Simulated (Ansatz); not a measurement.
# Sb under changes of volume

One of the cells (26.654 Å³/atom); the others are scaled copies at fixed shape and fractional positions:

```
Sb
1.0
     3.35453    0.00000    0.00000
    -1.67727    2.90511    0.00000
     0.00000    0.00000    5.47016
Sb
2
Direct
  0.66667 0.33333 0.75000
  0.33333 0.66667 0.25000
```

This isn't the form of Sb at room conditions, which is rhombohedral.

| Item | Value |
| --- | --- |
| Program | Ansatz 0.2.0 |
| Functional | r2SCAN |
| Potentials or basis | Ansatz PAW |
| Cutoff | 500 eV (not typed: the program's choice for these potentials) |
| k mesh | 9 × 9 × 5 |
| Occupations | fermi-dirac, width 0.05 eV |
| Spin | no spin polarisation |

| volume (Å³/atom) | energy over the lowest point (meV/atom) | pressure (GPa) |
| --- | --- | --- |
| 25.055 | 27.56 | 5.3 |
| 25.588 | ? | ? |
| 26.121 | 4.17 | 2.0 |
| 26.654 | 0.02 | 0.7 |
| 27.187 | 0.00 | -0.5 |
| 27.720 | 3.63 | -1.6 |
| 28.253 | 10.61 | -2.6 |

Question: What does the run at 25.588 Å³/atom give?

Answer: Energy over the lowest point 13.11 meV/atom; pressure 3.5 GPa.

Worked out: A Birch-Murnaghan fit of order 3 (a polynomial in V^(-2/3)) to the other rows has its minimum at 26.92 Å³/atom with B0 = V·E''(V) = 60 GPa and B' = 5.5 at fixed shape and positions, which overstates the stiffness. It gives 13.17 meV/atom at 25.588 Å³/atom, against the run's 13.11, and -dE/dV = 3.5 GPa, against 3.5.

Energies are extrapolated to zero smearing.

Caveats: the PAW data sets come from PBE, with cores solved anew for the run's functional, which leaves a small shift of forces and pressure.
